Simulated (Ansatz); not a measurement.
# Polymorphs of Mg2Ge2N

Level of theory: Ansatz 0.2.0, DFT PBE, scalar-relativistic, plane waves, PAW. Settings: cutoff 420 eV, Γ-centred meshes spaced at most about 0.3 Å⁻¹, and about 0.25 Å⁻¹ or finer for metals (2π included), Gaussian smearing. No spin polarisation.

Formation energies are uncorrected and refer to the elements' standard structures at the same level (N₂ as a molecule).

These are static total energies at zero pressure. The comparison covers the computed candidates alone.

Invented guesses were relaxed alike, and ends that match in structure were merged. ΔE counts from the first row. Coordination counts Ge or N atoms around Mg (for each partner element, those within 1.25 times its shortest distance or 1.15 times the sum of covalent radii, where it is the nearest in units of that sum or under 1.3; a plus sign parts groups by distance over the sum of covalent radii; a slash parts the counts of unlike sites). The ends were matched against large subsets of the Crystallography Open Database and the Materials Project, so a missing match doesn't prove that a structure is unreported.

```
#            reached from        type and space group  atoms  Å³/atom  coordination  ΔE (meV/atom)  gap on mesh (eV)  in databases
1     Ta2CS2 type (P-3m1)             P-3m1 (No. 164)      5     16.4        Mg 3+3              0              0.00      no match
2             random cell            P4/mmm (No. 123)      5     22.1        Mg 2+4            565              0.00      no match
3             random cell             P-6m2 (No. 187)      5     19.7      Mg 3+2/6            676              0.00      no match
4  CaCu2Si2 type (I4/mmm)            I4/mmm (No. 139)      5     17.7          Mg 8            809              0.00      no match
5             random cell            P6/mmm (No. 191)      5     18.1          Mg 5            884              0.00      no match
6             random cell            P6/mmm (No. 191)      5     25.2        Mg 1+6            920              0.00      no match
7  YbGe2Rh2 type (I4/mmm)  ThCr2Si2, I4/mmm (No. 139)      5     20.6          Mg 4           1394              0.00      no match
```

The lowest: Space group P-3m1 (No. 164), trigonal, a = 3.269 Å, c = 8.865 Å. Mg has 3 N at 2.15 Å, 3 Mg at 2.79 Å and 3 Ge at 3.12 Å; Ge has 3 Ge at 2.63 Å, 3 Mg at 3.12 Å and 6 Ge at 3.27 Å; N is surrounded by 6 Mg at 2.15 Å. Its energy over the elements is −0.28 eV/atom. A negative formation energy is needed for stability but isn't enough: competing phases decide. An observed structure of this formula, if there is one, may be missing.

```
Mg Ge N
1.0
     3.26901    0.00000    0.00000
    -1.63450    2.83104    0.00000
     0.00000    0.00000    8.86506
Mg Ge N
2 2 1
Direct
  0.66667 0.33333 0.88410
  0.33333 0.66667 0.11590
  0.33333 0.66667 0.60318
  0.66667 0.33333 0.39682
  0.00000 0.00000 0.00000
```

The second: Space group P4/mmm (No. 123), tetragonal, a = 4.066 Å, c = 6.676 Å. Around Mg lie 2 N at 2.03 Å, 4 Mg at 2.87 Å and 4 Ge at 2.98 Å; Ge has 1 Ge at 2.33 Å; N has 4 Mg at 2.03 Å. Counting Ge or N atoms around Mg, the first has Mg 3+3 and the second has Mg 2+4. The first holds Ge–Ge nets (shortest 2.63 Å); the second holds Ge–Ge pairs (shortest 2.33 Å). Cells relaxed within their symmetry can be saddle points. Some structure types and database cells were kept out of the candidates from the start, so a known form may be missing.
